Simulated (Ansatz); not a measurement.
# Si (Fd-3m): Nb in place of Si, part 1 of 2

Aim: put Nb in place of Si into a supercell of Si (Fd-3m) with 32 atoms, relax the atoms and find what it costs and how the neighbours respond, in several charge states.

Method: DFT PBEsol, scalar-relativistic, plane waves, PAW, in Ansatz 0.2.0.

5 further runs of the same task are left out: 5 set aside as unsound or not needed. Runs told in other sessions of the task aren't counted.

## Step 1: The starting structure

The cell holds 32 atoms (NbSi31): a = 9.412 Å, b = 9.412 Å, c = 9.412 Å, α = 109.47°, β = 109.47°, γ = 109.47°.

The coordinates of this cell stand in the input of its own run.

The host was relaxed before at PBEsol: a = 5.434 Å, b = 5.434 Å, c = 5.434 Å, α = 90.00°, β = 90.00°, γ = 90.00° (conventional cell), 20.055 Å³/atom.

Places, in fractions of the supercell: Nb in place of Si at (0.250, 0.000, 0.500). The start keeps the symmetry of the ideal site.

Earlier runs gave the host's free energy in this supercell, -19887.676 eV, the gap of its unit cell over the zone, 0.46 eV, and ε0 = 13.29.

## Step 2: Charge 0, atoms relaxed

The input, input.yaml:

```yaml
crystal:
  lattice:
    - [5.4338340902, -5.4338340902, 5.4338340902]
    - [-5.4338340902, 5.4338340902, 5.4338340902]
    - [-5.4338340902, -5.4338340902, -5.4338340902]
  atoms:
    - { symbol: Nb, position: [0.25, 0.0, 0.5], spin: 0.2 }
    - { symbol: Si, position: [0.5, 0.0, 0.25] }
    - { symbol: Si, position: [0.75, 0.0, 0.0] }
    - { symbol: Si, position: [0.0, 0.25, 0.5] }
    - { symbol: Si, position: [0.25, 0.25, 0.25] }
    - { symbol: Si, position: [0.0, 0.0, 0.75] }
    - { symbol: Si, position: [0.75, 0.5, 0.5] }
    - { symbol: Si, position: [0.5, 0.25, 0.0] }
    - { symbol: Si, position: [0.75, 0.25, 0.75] }
    - { symbol: Si, position: [0.0, 0.5, 0.25] }
    - { symbol: Si, position: [0.5, 0.75, 0.5] }
    - { symbol: Si, position: [0.25, 0.5, 0.0] }
    - { symbol: Si, position: [0.75, 0.75, 0.25] }
    - { symbol: Si, position: [0.5, 0.5, 0.75] }
    - { symbol: Si, position: [0.0, 0.75, 0.0] }
    - { symbol: Si, position: [0.25, 0.75, 0.75] }
    - { symbol: Si, position: [0.25, 0.0, 0.75], spin: 0.2 }
    - { symbol: Si, position: [0.5, 0.0, 0.5], spin: 0.2 }
    - { symbol: Si, position: [0.75, 0.0, 0.25] }
    - { symbol: Si, position: [0.0, 0.25, 0.75] }
    - { symbol: Si, position: [0.25, 0.25, 0.5], spin: 0.2 }
    - { symbol: Si, position: [0.0, 0.0, 0.0] }
    - { symbol: Si, position: [0.75, 0.5, 0.75] }
    - { symbol: Si, position: [0.5, 0.25, 0.25] }
    - { symbol: Si, position: [0.75, 0.25, 0.0] }
    - { symbol: Si, position: [0.0, 0.5, 0.5] }
    - { symbol: Si, position: [0.5, 0.75, 0.75] }
    - { symbol: Si, position: [0.25, 0.5, 0.25] }
    - { symbol: Si, position: [0.75, 0.75, 0.5] }
    - { symbol: Si, position: [0.5, 0.5, 0.0] }
    - { symbol: Si, position: [0.0, 0.75, 0.25], spin: 0.2 }
    - { symbol: Si, position: [0.25, 0.75, 0.0] }
  host:
    lattice:
      - [0.0, 2.7169170451, 2.7169170451]
      - [2.7169170451, 0.0, 2.7169170451]
      - [2.7169170451, 2.7169170451, 0.0]
    atoms:
      - { symbol: Si, position: [0.25, 0.25, 0.25] }
      - { symbol: Si, position: [0.0, 0.0, 0.0] }
basis:
  ecutwfc: 420
  xc_grid: 2
kpoints:
  mp_grid: { grid: [2, 2, 2], shift: [0.5, 0.5, 0.5] }
hamiltonian:
  xc: pbesol
scf:
  occupations: { method: gaussian, width: 0.02 }
  lower_state_search: "off"
output:
  forces: true
  stress: false
  eigenvalues: true
  populations: true
  charged_corrections:
    defect_position: [0.25, 0.0, 0.5]
    epsilon: [[13.2946, 0.0, 0.0], [0.0, 13.2946, 0.0], [0.0, 0.0, 13.2946]]
  write_density: true
  write_potential: true
  elf: true
  volumetric_format: npy
magnetization:
  spin_polarized: true
relax:
  adjacent_minimum: "off"
  f_tol: 0.03
  max_steps: 40
```

On the command line:

```sh
> ansatz run input.yaml --threads 8 --pin off --max-ram 16384MiB --backend cpu --events-out ev --progress --plain --runs-dir out
```

The program printed, shortened:

```text
Warning: RAYON_NUM_THREADS=8 ignored (pool sized by the plan → 8); use --threads N
[...]
Pseudopotentials: kind: paw
Pseudopotential: Nb, paw, valence charge 13, recommended cutoff 420 eV (normal), Nb.paw.azcp
Pseudopotential: Si, paw, valence charge 4, recommended cutoff 420 eV (normal), Si.paw.azcp
Functional definition: PBEsol
[...]
Crystal: 32 atoms, lattice volume = 641.770 Å³
Basis set: ecut = 420 eV, 12527 PW (Γ), exchange–correlation on 128×128×128 points (8 copies of the dense FFT grid, shifted against one another)
Bands: 101, of which v1, the nominal top of the filled ones, is band 69 counted from 1 (68 counted from 0)
Symmetry: 24 space group operations
Space group: I-43m (ITA 217), of the structure as read, at distance tolerance 8.6e-5 Å
Magnetic group: BNS 217.78 (UNI 1580), of the structure as read, at distance tolerance 8.6e-5 Å
k-points: 2 of 8 (time reversal used)
[...]
Starting moments: Σ|m| = 1 μB on 5 of 32 sites
[...]
SCF iter   1: F=—  HF=-23761.581735 eV  |F-HF|=—  |Δ(HF+E_count)|=         —  Δρ=2.46e-2 (↑2.36e-2 ↓2.46e-2)  dr2=1.40e1  dr2_m=2.47e-2  M=1.000 μB ∫|m|=1.002 μB  β_m=0.30  ethr=3.10e-3  ⟨swp⟩=6.5  Hψ=1944  notcnv=0  defer=34
[...]
spin=Collinear: Resta preconditioning applied to the charge; magnetization (m = ρ↑ − ρ↓) channel mixes plain (no charge-response kernel on spin).
[...]
spin-set hold released at iteration 7 (site moments contracting): the magnetisation degrees of freedom join the quasi-Newton model from the next iteration; the mixer history was flushed
[...]
relax step   1: F+E_penalty+E_count = -23757.74843536 eV  Δ(F+E_penalty+E_count) = +0.000e0 eV  max|allowed force component| = 1.138e0 eV/Å  Δτ_max = 0.0000 Å  (12 SCF iters, dr2 threshold 2.25e-5 eV, accepted)
[...]
relax step   2: F+E_penalty+E_count = -23758.29153737 eV  Δ(F+E_penalty+E_count) = -5.431e-1 eV  max|allowed force component| = 5.929e-2 eV/Å  Δτ_max = 0.1404 Å  (7 SCF iters, dr2 threshold 8.09e-5 eV, accepted)
[...]
relax step   3: F+E_penalty+E_count = -23758.29678343 eV  Δ(F+E_penalty+E_count) = -5.246e-3 eV  max|allowed force component| = 1.757e-2 eV/Å  Δτ_max = 0.0061 Å  (6 SCF iters, accepted)
SCF converged after 6 iterations
Magnetization: 1.0000 μB (69.0000 up, 68.0000 down)
Absolute magnetization: 1.1168 μB (∫|ρ↑−ρ↓|, with the PAW one-centre terms)
Spin contamination: 0.0145 ħ² per cell (⟨S²⟩ above its minimum at these occupations)
```

## Step 3: The log goes on: Nb_Si, charge +0, atoms relaxed at the host's cell

Output, continued, shortened:

```text
[...]
Free energy (F): -23758.296783 eV
[...]
E sigma→0 (E₀):  -23758.294855 eV
Entropy (-TS):   -0.003857 eV (-0.121 meV/atom)
Fermi energy:    6.400376 eV
[...]
--- Forces (eV/Å), atoms counted from 1 ---
  atom   1  Nb     0.00000000    -0.00000000    -0.00000000
  atom   2  Si    -0.01757259    -0.00849169    -0.01757259
  atom   3  Si     0.00000000    -0.00000000     0.00000000
  atom   4  Si     0.01757259    -0.01757259     0.00849169
  atom   5  Si    -0.00849169    -0.01757259    -0.01757259
  atom   6  Si     0.01757259    -0.00849169     0.01757259
  atom   7  Si     0.00000000    -0.00000000     0.00000000
  atom   8  Si     0.01757259     0.01757259    -0.00849169
[...]
--- Band table (eV) ---
[...]
--- Relaxed structure (3 steps of the walk, 3 accepted, 0 SCFs on fresh bases) ---
  F+E_penalty+E_count = -23758.29678343 eV   max|allowed force component| = 1.757e-2 eV/Å
[...]
     4     Si      3.9569     0.0122
     5     Si      3.9569     0.0122
     6     Si      3.9652     0.0014
     7     Si      3.9569     0.0122
     8     Si      3.9569     0.0122
     9     Si      3.9569     0.0122
    10     Si      3.9569     0.0122
    11     Si      3.9652     0.0014
    12     Si      3.9569     0.0122
    13     Si      3.9569     0.0122
    14     Si      3.9569     0.0122
    15     Si      3.9569     0.0122
    16     Si      4.0870    -0.0186
    17     Si      4.0870    -0.0186
    18     Si      3.9544     0.0048
    19     Si      3.9544     0.0048
    20     Si      4.0870    -0.0186
    21     Si      3.9544     0.0048
    22     Si      3.9544     0.0048
    23     Si      3.9544     0.0048
    24     Si      3.9544     0.0048
    25     Si      3.9544     0.0048
    26     Si      3.9544     0.0048
    27     Si      3.9544     0.0048
    28     Si      3.9544     0.0048
    29     Si      3.9544     0.0048
    30     Si      4.0870    -0.0186
    31     Si      3.9544     0.0048
  spilling = 0.008696 (of n_electrons = 137.000000)
```

Wall time 43 s (8 threads of Intel Xeon at 2.50GHz (Skylake/Cascade Lake), shared host); peak memory 1.6 GiB.

The steps of the relaxation:

| step | energy from step 1 (eV/cell) | largest force component (eV/Å) |
| --- | --- | --- |
| 1 | 0.0000 | 1.1375 |
| 2 | -0.5431 | 0.0593 |
| 3 | -0.5483 | 0.0176 |

Step 1 is the start.

The largest move, 0.14 Å, is shared by several atoms, Si21 among them.

Result: free energy -23758.297 eV, no gap on the mesh, cell moment 1.00 μB.

Density in a lattice plane of the grid's cell (edges 9.41 and 9.41 Å, at 0.000 of the third edge), which holds Nb and Si.

Values in e/Å³, 12 rows by 12 columns:
```
0.56 0.26 0.08 0.10 0.14 0.07 0.04 0.11 0.36 0.31 0.27 0.36
0.55 0.37 0.32 0.30 0.36 0.10 0.04 0.07 0.11 0.07 0.07 0.28
0.05 0.55 0.52 0.07 0.34 0.07 0.03 0.04 0.04 0.02 0.07 0.31
0.30 0.24 0.37 0.60 0.25 0.07 0.07 0.10 0.07 0.04 0.11 0.35
0.07 0.07 0.27 1.78 0.83 0.25 0.34 0.36 0.14 0.04 0.07 0.10
0.03 0.07 1.85 4.34 1.78 0.60 0.07 0.30 0.10 0.03 0.03 0.03
0.04 0.10 0.83 1.85 0.27 0.37 0.52 0.32 0.08 0.07 0.11 0.07
0.04 0.07 0.10 0.07 0.07 0.24 0.55 0.37 0.26 0.31 0.35 0.11
0.03 0.04 0.04 0.03 0.07 0.30 0.05 0.55 0.56 0.04 0.31 0.07
0.07 0.11 0.07 0.03 0.10 0.35 0.31 0.28 0.36 0.55 0.27 0.07
0.31 0.35 0.11 0.03 0.07 0.11 0.07 0.07 0.27 0.56 0.36 0.27
0.04 0.31 0.07 0.03 0.04 0.04 0.02 0.07 0.31 0.04 0.56 0.55
```
Columns run along the first of these edges and rows up along the second, over one cell in 12 and 12 even steps from the bottom left corner. Atoms in the plane (fractional): Nb at (0.25, 0.50), Si at (0.50, 0.25), Si at (0.75, 0.00), Si at (1.00, 0.75), Si at (0.25, 0.76), Si at (0.51, 0.50), Si at (0.75, 0.25), Si at (1.00, 0.00).

ELF in the same plane.

Values, 12 rows by 12 columns:
```
0.91 0.71 0.18 0.33 0.44 0.17 0.03 0.30 0.66 0.41 0.75 0.66
0.89 0.68 0.82 0.35 0.58 0.26 0.03 0.15 0.30 0.15 0.16 0.79
0.54 0.90 0.84 0.44 0.55 0.21 0.02 0.03 0.03 0.02 0.17 0.39
0.43 0.69 0.76 0.91 0.59 0.12 0.21 0.26 0.17 0.03 0.29 0.65
0.14 0.19 0.26 0.60 0.36 0.59 0.55 0.58 0.44 0.04 0.14 0.28
0.02 0.05 0.78 0.07 0.60 0.91 0.44 0.35 0.33 0.02 0.03 0.03
0.05 0.08 0.36 0.78 0.26 0.76 0.84 0.82 0.18 0.14 0.29 0.13
0.05 0.12 0.08 0.05 0.19 0.69 0.90 0.68 0.71 0.42 0.65 0.28
0.02 0.05 0.05 0.02 0.14 0.43 0.54 0.89 0.91 0.54 0.41 0.15
0.15 0.28 0.13 0.03 0.28 0.65 0.39 0.79 0.66 0.90 0.77 0.15
0.41 0.65 0.29 0.03 0.14 0.29 0.17 0.16 0.75 0.91 0.66 0.77
0.54 0.42 0.14 0.02 0.04 0.03 0.02 0.15 0.41 0.54 0.91 0.90
```
Columns run along the first of these edges and rows up along the second, over one cell in 12 and 12 even steps from the bottom left corner. Atoms in the plane (fractional): Nb at (0.25, 0.50), Si at (0.50, 0.25), Si at (0.75, 0.00), Si at (1.00, 0.75), Si at (0.25, 0.76), Si at (0.51, 0.50), Si at (0.75, 0.25), Si at (1.00, 0.00).

Both are smooth fields of the valence electrons: close to the nuclei they are not physical.

Spin density (up less down) in a lattice plane of the grid's cell (edges 9.41 and 9.41 Å, at 0.000 of the third edge), which holds Nb and Si.

Values in e/Å³, 12 rows by 12 columns:
```
0.00 0.00 0.00 0.00 0.00 0.00 0.00 0.00 0.00 0.00 0.00 0.00
0.00 0.00 0.00 0.00 0.00 0.00 0.00 0.00 0.00 0.00 0.00 0.00
0.00 0.00 0.00 0.00 0.00 0.00 0.00 0.00 0.00 0.00 0.00 0.00
0.00 0.00 0.00 0.00 0.02 0.01 0.00 0.00 0.00 0.00 0.00 0.00
0.00 0.00 0.02 0.01 0.16 0.02 0.00 0.00 0.00 0.00 0.00 0.00
0.00 0.00 0.01 0.12 0.01 0.00 0.00 0.00 0.00 0.00 0.00 0.00
0.00 0.02 0.16 0.01 0.02 0.00 0.00 0.00 0.00 0.00 0.00 0.00
0.00 0.01 0.02 0.00 0.00 0.00 0.00 0.00 0.00 0.00 0.00 0.00
0.00 0.00 0.00 0.00 0.00 0.00 0.00 0.00 0.00 0.00 0.00 0.00
0.00 0.00 0.00 0.00 0.00 0.00 0.00 0.00 0.00 0.00 0.00 0.00
0.00 0.00 0.00 0.00 0.00 0.00 0.00 0.00 0.00 0.00 0.00 0.00
0.00 0.00 0.00 0.00 0.00 0.00 0.00 0.00 0.00 0.00 0.00 0.00
```
Columns run along the first of these edges and rows up along the second, over one cell in 12 and 12 even steps from the bottom left corner. Atoms in the plane (fractional): Nb at (0.25, 0.50), Si at (0.50, 0.25), Si at (0.75, 0.00), Si at (1.00, 0.75), Si at (0.25, 0.76), Si at (0.51, 0.50), Si at (0.75, 0.25), Si at (1.00, 0.00).

Maxima of ELF outside the ion cores: 0.96 on the Si–Si line, 1.2 Å from Si; 0.92 on the Si–Nb line, 0.9 Å from Si.

(Continued in part 2 of 2.)
